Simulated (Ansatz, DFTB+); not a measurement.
Loss of H2O: CH4N2O → CH2N2 + H2O

Species: CH4N2O (urea) `NC(N)=O`, singlet; CH2N2 (cyanamide) `N#CN`, singlet; H2O (water) `O`, singlet. This is a balance of energies; it says nothing on the path, which may need atoms to shift.

Shapes, held fixed at every level: PBE0-D4/def2-TZVP. Flexible molecules stand in one conformer, not always the lowest. Programs: Ansatz 0.2.0, DFTB+ 25.1. The zero-point and thermal change to 298 K, harmonic and unscaled (PBE0-D4/def2-TZVP), is -14.0 kJ/mol.

| level | kind | ΔH(298 K) (kJ/mol) | less CCSD(T)/CBS estimate | CPU time (sum over the molecules) |
| --- | --- | --- | --- | --- |
| DFTB2-D4 | semi-empirical | +57.2 | -71.2 | 0.17 s |
| HF/def2-SVP | Hartree–Fock | +156.6 | +28.2 | – |
| SPW92/def2-TZVPP | LDA | +209.0 | +80.6 | 4.7 s |
| PBE0-D4/def2-TZVPP | global hybrid | +166.1 | +37.7 | 8.8 s |
| r2SCAN0-D4/def2-TZVPP | global hybrid | +168.5 | +40.1 | 17 s |
| wB97X-V/def2-TZVPP | range-separated hybrid | +157.6 | +29.2 | 25 s |
| CCSD(T)/def2-TZVPP | coupled cluster or CI | +125.5 | -2.9 | 2.1 min |
| CCSD(T)/CBS estimate | coupled cluster or CI | +128.4 | 0.0 | 4.3 min |

The highest level, CCSD(T)/CBS estimate, gives ΔH(298 K) = +128.4 kJ/mol; the levels span +57.2 to +209.0. DFTB2-D4 strays far from the other rows. The column of differences is taken from that level and isn't an error. No measured value is set beside it here. The CBS estimate extrapolates MP2 from def2-TZVPP and def2-QZVPP and adds CCSD(T) − MP2 in the triple-zeta set, cores frozen. Times are processor times on shared x86 and Arm servers, and rough.
